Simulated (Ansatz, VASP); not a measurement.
**One calculation of Cr, two programs**

```
Cr
1.0
    -1.39506    1.39506    1.39506
     1.39506   -1.39506    1.39506
     1.39506    1.39506   -1.39506
Cr
1
Direct
  0.00000 0.00000 0.00000
```

Alike in both runs: functional LDA; k mesh 10 × 10 × 10; occupations gaussian, width 0.1 eV; no spin polarisation.

Ansatz relaxed the structure, and its values are those at the end. VASP's run is a single point on that final structure, the one shown.

|  | VASP | Ansatz |
| --- | --- | --- |
| version | VASP 6.6.1 | Ansatz 0.2.0 |
| potentials or method | VASP PAW LDA potentials, release 64 (Cr_pv) | scalar-relativistic, plane waves, PAW |
| plane-wave cutoff (eV) | 520 | 420 |
| valence electrons in the cell | 12 | 14 |

Ansatz gave:

```
gap on the k mesh at the Fermi level (eV) : none
pressure (GPa)                            : -0.1
```

Question: Estimate VASP's values.

Answer: gap on the k mesh at the Fermi level (eV): none; pressure (GPa): 0.0.

A gap of «none» marks a metal or a gap that the smearing closes. The two sets of potentials don't hold the same shells in valence.

Caveats: the run has no spin polarisation, though such a crystal can be magnetic. Spin polarisation is off, so any magnetic state and its effect on volume and gap are missing.
